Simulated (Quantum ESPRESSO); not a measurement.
## Sn: zone-centre phonons under several settings

```
Sn
1.0
     0.00000    3.23334    3.23334
     3.23334    0.00000    3.23334
     3.23334    3.23334    0.00000
Sn
2
Direct
  0.75000 0.75000 0.75000
  0.50000 0.50000 0.50000
```

This isn't the form of Sn at room conditions, which is tetragonal (white tin).

All runs used Quantum ESPRESSO 7.5; k mesh 7 × 7 × 7; no spin polarisation; cutoff 980 eV.

```tsv
level	potentials	geometry	occupations	volume (Å³/atom)	pressure (GPa)	lowest optical mode without the field (cm⁻¹)
PBEsol	PseudoDojo 0.4.1 SR PBEsol standard	relaxed cell	cold, width 0.2 eV	?	0.0	?
PBEsol	PseudoDojo 0.4.1 SR PBEsol standard	given cell, atoms relaxed	cold, width 0.2 eV	33.80	1.6	186
vdW-DF-cx	PseudoDojo 0.4.1 SR PBE standard	given cell, atoms relaxed	cold, width 0.136 eV	33.80	1.9	192
PBE+D2	PseudoDojo 0.4.1 SR PBE standard	relaxed cell	cold, width 0.136 eV	34.42	0.0	189
PBE	PseudoDojo 0.4.1 SR PBE standard	relaxed cell	cold, width 0.2 eV	36.73	0.2	163
PBE	PseudoDojo 0.4.1 SR PBE standard	given cell, atoms relaxed	methfessel-paxton, width 0.272 eV	33.80	3.9	192
```

Q: What stands in the row left open?

A: Volume 35.01 Å³/atom; lowest optical mode without the field 173 cm⁻¹.

Caveats: the potentials were made for another functional, which shifts forces and pressure (some runs); pairwise dispersion overbinds metals, which lowers pressure and volume (some runs); the cell is more than 3 GPa from zero pressure, which shifts response properties (some runs).
